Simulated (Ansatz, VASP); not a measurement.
**Al26N27 (V_Al): VASP beside Ansatz**

One calculation is typed for both programs; each brings its own data sets. How far apart do they land? The cell is taken from a series of runs on this material, whose earlier steps may have relaxed, scaled, displaced or heated it; both programs get it as it stands.

Program: Ansatz 0.2.0. Level of theory: plane waves, with VASP 6.6.1 beside it; r2SCAN. Results are calculated unless marked as measured.

### 1. The structure

The cell holds 53 atoms: 26 Al and 27 N. Its edges and angles: a = 9.408 Å, b = 9.408 Å, c = 9.408 Å, α = 60.0°, β = 60.0°, γ = 60.0°. It derives from AlN (AlN (F-43m)). Nearest the centre at fractional (0.333, 0.667, 0.667): N41 at 2.16 Å, N35 at 2.17 Å, N44 at 2.20 Å, N43 at 2.23 Å, Al23 at 3.14 Å, Al13 at 3.14 Å, Al15 at 3.14 Å, Al7 at 3.14 Å.

As a file:

```
Al N
1.0
     0.00000    6.65250    6.65250
     6.65250    0.00000    6.65250
     6.65250    6.65250    0.00000
Al N
26 27
Direct
  0.99923 0.99983 0.00027
  0.99929 0.99985 0.33392
  0.99989 0.00191 0.66601
  0.99943 0.33350 0.00021
  0.99947 0.33354 0.33353
  0.99937 0.33348 0.66714
  0.99983 0.66563 0.00153
  0.99947 0.66643 0.33371
  0.99944 0.66554 0.66660
  0.33255 0.99993 0.00015
  0.32995 0.00643 0.33214
  0.33053 0.00409 0.66577
  0.33155 0.33389 0.00154
  0.33235 0.33355 0.33370
  0.33142 0.33353 0.66657
  0.33100 0.66505 0.00375
  0.33030 0.66436 0.33192
  0.66582 0.99987 0.00030
  0.66580 0.99988 0.33381
  0.66563 0.99973 0.66746
  0.66576 0.33330 0.00029
  0.66578 0.33336 0.33393
  0.66781 0.33399 0.66603
  0.66585 0.66663 0.00019
  0.67237 0.66401 0.33218
  0.66999 0.66465 0.66581
  0.08264 0.08344 0.08409
  0.08258 0.08437 0.41717
  0.08242 0.08453 0.75029
  0.08265 0.41671 0.08460
  0.08282 0.41691 0.41730
  0.08253 0.41665 0.75037
  0.08245 0.74977 0.08470
  0.08257 0.74973 0.41722
  0.05110 0.76116 0.76074
  0.41598 0.08314 0.08423
  0.41553 0.08424 0.41717
  0.41599 0.08321 0.75057
  0.41570 0.41654 0.08467
  0.41566 0.41663 0.41722
  0.42705 0.38517 0.76073
  0.41593 0.75000 0.08389
  0.42948 0.76353 0.37689
  0.42831 0.76241 0.76230
  0.74928 0.08337 0.08408
  0.74936 0.08342 0.41738
  0.74927 0.08339 0.75072
  0.74935 0.41671 0.08411
  0.75026 0.41666 0.41719
  0.75042 0.41652 0.75030
  0.74908 0.75004 0.08425
  0.75015 0.74961 0.41720
  0.74911 0.75009 0.75061
```

### 2. Ansatz: single point, r2SCAN

Ansatz runs on its PAW soft_1 files.

With cell and atoms fixed, the geometry can't cause a difference; cores, projectors, grids and the points listed under the comparison can.

input.yaml reads:

```yaml
crystal:
  checkpoint: "../q0_M1.relax.run"
  host: checkpoint
basis:
  ecutwfc: 500
  xc_grid: 2
hamiltonian:
  xc: r2scan
  pseudopotentials: { kind: paw, azcp: { folder: soft_1 } }
kpoints:
  mp_grid: { grid: [2, 2, 2], shift: [0.5, 0.5, 0.5] }
magnetization:
  spin_polarized: true
  initial_magnetization: 1
  spin_locking: { lock_magnetization: hard }
scf:
  occupations: { method: fermi_dirac, width: 0.01 }
  max_iter: 80
output:
  forces: true
  eigenvalues: true
  charged_corrections:
    epsilon: 4.64
    static_epsilon: 8.51
    defect_position: [0.333333, 0.666667, 0.666667]
  eigenstates: { localisation: true }
  populations: true
  efg: {}
checkpoint:
  read: "../q0_M1.relax.run"
  write: "../q0_M1.point.run"
  compress: false
  write_wavefunctions: false
  write_every: 100000
```

Command:

```console
$ ansatz run input.yaml --threads 8 --pin off --max-ram 15073MiB --backend cpu --events-out ev --progress --plain --runs-dir out
```

Numbers of over 12 decimals in the logs are rounded to 6 here.

What it wrote:

```text
Warning: This run holds its total moment fixed (magnetization.spin_locking.lock_magnetization: hard) and mixes its density by anderson or broyden (scf.mixing.algorithm, typed or taken by auto). Slabs with a fixed moment have converged under broyden above another state at the same moment, at the default mixing steps and at smaller ones, and under scf.lower_state_search: standard, light or off a state that such a mixer [...]
crystal.checkpoint: the structure is that of <dir>, a `relax` run, at its step 6: its result, under r2scan at a charge of 0 e; 53 atoms read, 0 with a starting moment; crystal.structure_sha256 for this input is
Engine: ansatz 0.2.0, x86_64-unknown-linux-gnu
Pseudopotentials: kind: paw
Pseudopotential: Al, paw, valence charge 3, recommended cutoff 500 eV (meta_gga), soft_1/Al.paw.azcp
Pseudopotential: N, paw, valence charge 5, recommended cutoff 500 eV (meta_gga), soft_1/N.paw.azcp
Functional definition: r2SCAN
  parameter k0 = 0.174
  parameter k1 = 0.065
  parameter a1 = 4.9479
  exchange = r2scan_x(k0 = k0, k1 = k1, a1 = a1)
  correlation = r2scan_c
Crystal: 53 atoms, lattice volume = 588.824 Å³
Basis set: ecut = 500 eV, 15065 PW (Γ), exchange–correlation on 144×144×144 points (8 copies of the dense FFT grid, shifted against one another)
Bands: 160, of which v1, the nominal top of the filled ones, is band 107 counted from 1 (106 counted from 0)
Symmetry: 1 space group operations
Space group: P1 (ITA 1), of the structure as read, at distance tolerance 8.4e-5 Å
Magnetic group: BNS 1.1 (UNI 1), of the structure as read, at distance tolerance 8.4e-5 Å
k-points: 4 of 8 (time reversal used)
Non-local potential: Al, projectors of the file, l = 0: 2, l = 1: 2, l = 2: 1
Non-local potential: N, projectors of the file, l = 0: 2, l = 1: 2, l = 2: 1
PAW form: soft (Blöchl's): semilocal exchange-correlation on the pseudo side does not see the compensation charge
PAW frozen core: Al, regenerated for the run's functional (the file was generated under x = pbe(κ = 0.804, μ = 0.219515), c = pbe(β = 0.066725))
PAW frozen core: N, regenerated for the run's functional (the file was generated under x = pbe(κ = 0.804, μ = 0.219515), c = pbe(β = 0.066725))
PAW one-centre angular grid: Al, 302 points (default); XC on 160 Gauss nodes
PAW one-centre angular grid: N, 302 points (default); XC on 160 Gauss nodes
Initial density: read from a saved state, or passed on in memory by an earlier SCF of this step, an earlier step, the calling program or the single point that the run made first
Stability of the state it starts from, as read at its close in the collinear treatment: not read, because the mixer in use, unlike msr1, does not test its closes by its own steps (another_mixer); its run was given moments
Starting moments: Σ|m| = 1 μB on 53 of 53 sites; this step starts from the density that it was given
Initial wavefunctions: pseudopotential atomic-orbital guess — the wavefunctions supplied were not used: k-point sampling differs
Functional: x = r2scan, c = r2scan; τ floored in thin density (d = 2e-4 eV/Å³)
iter 1 solved again at ethr=2.88e-5 eV; its pass at ethr=3.10e-3 eV (dr2=6.13e-2 eV) is discarded
SCF iter   1: F=—  HF=-24517.453194 eV  |F-HF|=—  |Δ(HF+E_count)|=         —  Δρ=2.07e-3 (↑1.66e-3 ↓2.07e-3)  dr2=6.47e-2  dr2_τ=1.43e-3  dr2_m=3.34e-3  M=1.000 μB ∫|m|=3.115 μB  β_m=1.20  ethr=2.88e-5  ⟨swp⟩=10.8  Hψ=9663  notcnv=0
preconditioner: auto → Resta (q_TF=auto, 2.303 Å⁻¹)  ε∞=3.7  [insulator: Δε(μ)=0.366 eV  Ē_g=13.643 eV  σ=0.010 eV  W_gap=1.00  n_scr=112 (ndim 8)  ℏωp=22.3 eV  f_vac=0.001  D(μ)=0.00/eV (n_scr^D=0)  ε∞_Penn≈3.7]
spin=Collinear: Resta preconditioning applied to the charge; magnetization (m = ρ↑ − ρ↓) channel mixes plain (no charge-response kernel on spin).
SCF iter   2: F=—  HF=-24517.450597 eV  |F-HF|=—  |Δ(HF+E_count)|=   2.60e-3  Δρ=1.54e-3 (↑1.00e-3 ↓1.54e-3)  dr2=3.56e-2  dr2_τ=2.74e-4  dr2_m=1.38e-3  M=1.000 μB ∫|m|=3.109 μB  β_m=1.20  ethr=2.88e-5  ⟨swp⟩=2.0  Hψ=2310  notcnv=0  defer=98  κ⁻¹=1.0e0(r=1)
SCF iter   3: F=—  HF=-24517.450181 eV  |F-HF|=—  |Δ(HF+E_count)|=   4.16e-4  Δρ=1.12e-3 (↑7.98e-4 ↓1.12e-3)  dr2=2.39e-2  dr2_τ=7.79e-5  dr2_m=4.12e-4  M=1.000 μB ∫|m|=3.110 μB  β_m=1.20  ethr=1.67e-5  ⟨swp⟩=2.8  Hψ=2047  notcnv=0  defer=98  κ⁻¹=8.4e-2(r=2)
[...]
atom  50  Al V_zz =    +0.949474   η = 0.7844   by run symmetry: allowed
            electrostatic potential = -1229.676281 V   contact ρ = 10108.186998 e/Å³   contact ρ_s (e/Å³): all electrons +0.193929, valence +0.185131
  atom  51  N  V_zz =    -0.151398   η = 0.7499   by run symmetry: allowed
            electrostatic potential = -515.372111 V   contact ρ = 1411.123171 e/Å³   contact ρ_s (e/Å³): all electrons -0.001324, valence -0.002019
  atom  52  Al V_zz =    -0.944524   η = 0.7708   by run symmetry: allowed
            electrostatic potential = -1229.803486 V   contact ρ = 10108.145767 e/Å³   contact ρ_s (e/Å³): all electrons -0.144665, valence -0.140852
  atom  53  N  V_zz =    -0.219419   η = 0.3100   by run symmetry: allowed
            electrostatic potential = -515.499729 V   contact ρ = 1411.422994 e/Å³   contact ρ_s (e/Å³): all electrons +0.096635, valence +0.184451
--- Band table (eV; the first three rows and the last of 8) ---
  k-point 0 ↑: bands = [... 103 lower, 5.6982, 5.7290, 5.8101, 6.0484, 7.7343, 10.8836, 11.0344, 11.1000, ... 49 higher]
  k-point 1 ↑: bands = [... 103 lower, 5.5848, 5.7040, 5.8314, 6.0188, 7.5300, 10.4022, 11.2731, 11.3319, ... 49 higher]
  k-point 2 ↑: bands = [... 103 lower, 5.5763, 5.6528, 5.7382, 5.9577, 7.6626, 10.3978, 11.2446, 11.3399, ... 49 higher]
  k-point 3 ↓: bands = [... 103 lower, 5.6531, 5.7787, 6.8619, 7.2620, 7.7625, 10.4039, 11.2732, 11.3388, ... 49 higher]
--- Löwdin populations: 53 sites ---
  site symbol       q [e]    m [muB]
     0     Al      1.9007     0.0003
     1      N      6.0289     0.0001
     2     Al      1.9008    -0.0001
     3      N      6.0362    -0.0008
     4     Al      1.8988    -0.0166
     5      N      6.0367     0.0003
     6     Al      1.9020     0.0003
     7      N      6.0349    -0.0007
     8     Al      1.9061    -0.0006
     9      N      6.0304    -0.0001
    10     Al      1.9067    -0.0015
    11      N      6.0356     0.0007
    12     Al      1.8977    -0.0190
    13      N      6.0350    -0.0008
    14     Al      1.9074    -0.0005
    15      N      6.0352    -0.0009
    16     Al      1.8993    -0.0175
    17      N      5.8447     0.5917
    18     Al      1.8965    -0.0011
    19      N      6.0199    -0.0196
    20     Al      1.8924     0.0190
    21      N      6.0358    -0.0008
    22     Al      1.8979    -0.0186
    23      N      6.0188     0.0767
[...]
45     Al      1.8987    -0.0166
    46      N      6.0367     0.0004
    47     Al      1.8965    -0.0011
    48      N      6.0199    -0.0197
    49     Al      1.8924     0.0190
    50      N      6.0358    -0.0008
    51     Al      1.8979    -0.0186
    52      N      6.0188     0.0767
  spilling = 0.007962 (of n_electrons = 213.000000)
```

### 3. VASP: single point, r2SCAN

The same cell, functional, mesh and smearing now go to VASP, with its own data sets.

Lines of VASP's logs that name or quote its potential files are left out, and so is its time.

INCAR reads:

```
SYSTEM = Al26N27
PREC = Accurate
ENCUT = 580
EDIFF = 1E-06
NELM = 200
ISMEAR = -1
SIGMA = 0.01
LREAL = Auto
ALGO = Normal
METAGGA = R2SCAN
LASPH = .TRUE.
NBANDS = 144
ISPIN = 2
MAGMOM = 0 -0 -0 0 -0 -0 -0 -0 -0 -0 0 -0 -0 -0 -0 -0 0 -0 -0 -0 0 -0 -0 -0 0 -0 0 -0 -0 -0 -0 0 -0 -0 0.4 -0.02 -0 0.06 -0 -0 0.4 -0.02 -0.58 0.43 -0 -0 0.05 0 -0 -0 -0.02 -0 0.06
LORBIT = 11
LWAVE = .FALSE.
LCHARG = .FALSE.
ISIF = 2
ISYM = 0
NUPDOWN = 1
GGA_COMPAT = .FALSE.
LMIXTAU = .TRUE.
KPAR = 4
```

POSCAR reads:

```
Al26N27
1.0
    0.0000000000      6.6525027110      6.6525027110
    6.6525027110      0.0000000000      6.6525027110
    6.6525027110      6.6525027110      0.0000000000
Al N
26 27
Direct
    0.9992304273      0.9998285278      0.0002651371
    0.9992890182      0.9998518737      0.3339180242
    0.9998877260      0.0019105212      0.6660137025
    0.9994256360      0.3335049651      0.0002055811
    0.9994724449      0.3335423850      0.3335321082
    0.9993676205      0.3334831651      0.6671445390
    0.9998295996      0.6656337378      0.0015327028
    0.9994697040      0.6664313338      0.3337125213
    0.9994359532      0.6655372048      0.6666009539
    0.3325494409      0.9999288126      0.0001545741
    0.3299484401      0.0064335199      0.3321441647
    0.3305280017      0.0040887424      0.6657718510
    0.3315547580      0.3338925922      0.0015373813
    0.3323487793      0.3335452667      0.3336988220
    0.3314224948      0.3335270913      0.6665686646
    0.3309956838      0.6650500287      0.0037469288
    0.3303011254      0.6643581561      0.3319201865
    0.6658157472      0.9998694700      0.0003039827
    0.6657964148      0.9998805427      0.3338060528
    0.6656253243      0.9997262630      0.6674638822
    0.6657607059      0.3333038879      0.0002858624
    0.6657824798      0.3333604346      0.3339332059
    0.6678108319      0.3339910922      0.6660330288
    0.6658535014      0.6666276264      0.0001911806
    0.6723687931      0.6640053393      0.3321834996
    0.6699923198      0.6646465140      0.6658069198
    0.0826363034      0.0834394038      0.0840865812
    0.0825771112      0.0843727664      0.4171715703
    0.0824234656      0.0845260292      0.7502853082
    0.0826479604      0.4167106153      0.0846022714
    0.0828177435      0.4169082423      0.4173022423
    0.0825315863      0.4166456265      0.7503668409
    0.0824519050      0.7497719580      0.0846997736
    0.0825718385      0.7497310306      0.4172234352
    0.0511005426      0.7611592615      0.7607430867
    0.4159788823      0.0831402803      0.0842349602
    0.4155339973      0.0842371464      0.4171698829
    0.4159901918      0.0832095756      0.7505747191
    0.4156950902      0.4165359479      0.0846735653
    0.4156575188      0.4166316226      0.4172174033
    0.4270524254      0.3851724625      0.7607347250
    0.4159287748      0.7499954335      0.0838927182
    0.4294757054      0.7635344882      0.3768920559
    0.4283054944      0.7624105171      0.7623029363
    0.7492788572      0.0833683029      0.0840822426
    0.7493580367      0.0834211808      0.4173829559
    0.7492655682      0.0833868976      0.7507194741
    0.7493499491      0.4167090735      0.0841064553
    0.7502639188      0.4166636615      0.4171886737
    0.7504152479      0.4165214969      0.7502961451
    0.7490799257      0.7500416004      0.0842537442
    0.7501473482      0.7496105097      0.4172040652
    0.7491103343      0.7500921555      0.7506052527
```

KPOINTS reads:

```
Points of the shifted mesh
8
Reciprocal
 0.2500000000  0.2500000000  0.2500000000 1
 0.2500000000  0.2500000000  0.7500000000 1
 0.2500000000  0.7500000000  0.2500000000 1
 0.2500000000  0.7500000000  0.7500000000 1
 0.7500000000  0.2500000000  0.2500000000 1
 0.7500000000  0.2500000000  0.7500000000 1
 0.7500000000  0.7500000000  0.2500000000 1
 0.7500000000  0.7500000000  0.7500000000 1
```

PAW data sets: Al and N (PBE family, release 64).

Command:

```console
$ mpirun -np 8 vasp_std
```

What it wrote:

```text
[banner, memory and clock lines left out]
running    8 mpi-ranks, on    1 nodes
[...]
|                                                                             |
|           W    W    AA    RRRRR   N    N  II  N    N   GGGG   !!!           |
|           W    W   A  A   R    R  NN   N  II  NN   N  G    G  !!!           |
|           W    W  A    A  R    R  N N  N  II  N N  N  G       !!!           |
|           W WW W  AAAAAA  RRRRR   N  N N  II  N  N N  G  GGG   !            |
|           WW  WW  A    A  R   R   N   NN  II  N   NN  G    G                |
|           W    W  A    A  R    R  N    N  II  N    N   GGGG   !!!           |
|                                                                             |
|     For optimal performance we recommend to set                             |
|       NCORE = 2 up to number-of-cores-per-socket                            |
|     NCORE specifies how many cores store one orbital (NPAR=cpu/NCORE).      |
|     This setting can greatly improve the performance of VASP for DFT.       |
[...]
|                                                                             |
|     You enforced a specific xc type in the INCAR file but a different       |
|     [... a line on the potential file left out ...]
|     I HOPE YOU KNOW WHAT YOU ARE DOING!                                     |
|                                                                             |

 LDA part: xc-table for (None), standard interpolation
 POSCAR, INCAR and KPOINTS ok, starting setup
[...]
entering main loop
       N       E                     dE             d eps       ncg     rms          rms(c)
DAV:   1     0.858903153807E+03    0.85890E+03   -0.10777E+05  4608   0.149E+03
DAV:   2    -0.500041522629E+03   -0.13589E+04   -0.13031E+04  5768   0.296E+02
DAV:   3    -0.610777331896E+03   -0.11074E+03   -0.10946E+03  5472   0.910E+01
DAV:   4    -0.612730779244E+03   -0.19534E+01   -0.19469E+01  5400   0.127E+01
[...]
DAV:  22    -0.501145013522E+03   -0.50093E-05   -0.11384E-06  3224   0.404E-03    0.167E-03
DAV:  23    -0.501145015358E+03   -0.18364E-05   -0.30283E-07  2688   0.203E-03    0.102E-03
DAV:  24    -0.501145016107E+03   -0.74840E-06   -0.14115E-07  2688   0.137E-03
   1 F= -.50114502E+03 E0= -.50114502E+03  d E =-.324131E-09  mag=     1.0000
```

Parts of OUTCAR (step 3):

```text
  FREE ENERGIE OF THE ION-ELECTRON SYSTEM (eV)
  ---------------------------------------------------
  free  energy   TOTEN  =      -501.1450161066 eV

  energy  without entropy=     -501.1450161062  energy(sigma->0) =     -501.14501611

 magnetization (x)
# of ion       s       p       d       tot
------------------------------------------
    1       -0.000   0.000   0.000   0.000
    2        0.000  -0.000   0.000  -0.000
    3       -0.002  -0.003   0.000  -0.005
    4       -0.000   0.000   0.000   0.000
    5       -0.000  -0.000   0.000  -0.000
    6       -0.000  -0.000   0.000  -0.000
    7       -0.003  -0.005   0.000  -0.008
    8       -0.000  -0.000   0.000  -0.000
    9       -0.002  -0.003   0.000  -0.005
   10       -0.000  -0.000   0.000  -0.000
   11        0.003   0.006   0.000   0.010
   12       -0.002  -0.003   0.000  -0.006
   13       -0.003  -0.005   0.000  -0.008
[...]
--------------------------------------------------
tot          0.020   0.706   0.000   0.726
```

The run ends at a pressure of -6.92 GPa, with forces up to 0.21 eV/Å.

### 4. Side by side

Known differences besides the potentials themselves: VASP starts from the moments at which Ansatz ended; VASP keeps PBE cores, Ansatz makes them for the functional; the cutoff is 500 eV in Ansatz and 580 eV in VASP (PREC = Accurate, projectors in real space); site moments are counted in spheres of each program's own size. Total energies have different zeros and are not compared.

Both answers:

```csv
quantity,Ansatz,VASP,difference
"total moment, fixed by the input (μB)",1.00,1.00,0.00
moment on N43 (μB),-0.58,-0.55,-0.02
moment on N44 (μB),0.43,0.42,+0.01
moment on N41 (μB),0.40,0.39,+0.01
moment on N35 (μB),0.40,0.39,+0.01
moment on N53 (μB),0.06,0.06,0.00
moment on N38 (μB),0.06,0.06,0.00
moment on N47 (μB),0.06,0.05,0.00
```

Forces on 9 of the 53 atoms, those with the largest forces and the largest differences (eV/Å; atoms numbered as in POSCAR):

```csv
atom,"Ansatz x, y, z","VASP x, y, z"
Al3,"0.151, -0.045, -0.023","0.163, -0.047, -0.022"
Al11,"0.060, 0.005, 0.093","0.059, -0.001, 0.103"
Al12,"-0.062, 0.152, -0.067","-0.051, 0.149, -0.062"
Al15,"0.007, -0.008, 0.003","0.006, -0.004, -0.011"
Al16,"-0.078, -0.080, 0.142","-0.069, -0.077, 0.138"
Al17,"0.009, 0.008, -0.028","0.001, -0.002, -0.027"
Al23,"-0.048, 0.151, -0.023","-0.048, 0.163, -0.026"
Al26,"0.148, -0.062, -0.069","0.148, -0.053, -0.065"
N44,"-0.111, -0.110, -0.133","-0.114, -0.114, -0.139"
```

The forces differ by 4.1 meV/Å r.m.s., which is 7.9 % of the r.m.s. force of 0.052 eV/Å (both taken over all components).

### 5. Results

```
r.m.s. force difference (single point, r2SCAN) : 4.1 meV/Å
```

The r.m.s. force difference is 4.1 meV/Å (single point, r2SCAN), within the 12 meV/Å picked in this series as the mark of a large difference. How closely two codes agree says nothing of how well the functional describes the real material.

[Lines on the potential files, build, host, timing and source positions are cut from VASP's logs without a mark.]

[Logs are printed without paths, hosts, clocks, repeated set-up lines and the standing remarks that a program may print on its own settings, such as how far it seeks lower states.]

[Hosts, paths, dates, database ids (printed as entryN), source tags and the programs' standing remarks are cut or masked in the printed files.]
